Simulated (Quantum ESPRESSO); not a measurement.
A run of Quantum ESPRESSO 7.5:

Contents of pw.in:

```
&CONTROL
  calculation = 'scf'
  prefix = 'pwscf'
  outdir = './tmp'
  pseudo_dir = './pseudo'
  tprnfor = .true.
  tstress = .true.
  disk_io = 'nowf'
/
&SYSTEM
  ibrav = 0
  nat = 6
  ntyp = 2
  ecutwfc = 55
  ecutrho = 440
  nbnd = 24
  occupations = 'smearing'
  smearing = 'fd'
  degauss = 0.00367493
/
&ELECTRONS
  conv_thr = 1.2d-09
  electron_maxstep = 120
  mixing_beta = 0.5
/
ATOMIC_SPECIES
Si    28.0850 Si.pbe-n-rrkjus_psl.1.0.0.UPF
O     15.9990 O.pbe-n-kjpaw_psl.0.1.UPF
CELL_PARAMETERS angstrom
   4.2331690000    0.0000000000    0.0000000000
   0.0000000000    4.2331690000    0.0000000000
   0.0000000000    0.0000000000    2.6934950000
ATOMIC_POSITIONS crystal
Si     0.0001840000    0.0022290000   -0.0061040000
Si     0.5033150000    0.5020160000    0.5105560000
O      0.8094830000    0.1958540000    0.4786810000
O      0.2940330000    0.3152430000    0.0004530000
O      0.1947930000    0.8069900000    0.4993930000
O      0.7058880000    0.6901510000    0.0177090000
K_POINTS automatic
6 6 10 0 0 0
```

Potentials or basis: SSSP 1.3 efficiency PBE.

Command:

```bash
$ OMP_NUM_THREADS=1 pw.x -in pw.in > pw.out
```

Hardware: 1 thread of Arm Neoverse V1 (shared host).

Question: Estimate the wall time of this run.

Answer: Wall time 3.3 min on 1 thread of Arm Neoverse V1, on a shared host, peak memory 0.37 GiB. Counts: scf iterations 11, k pools 1, bands 24, k points 184, g dense 50737.
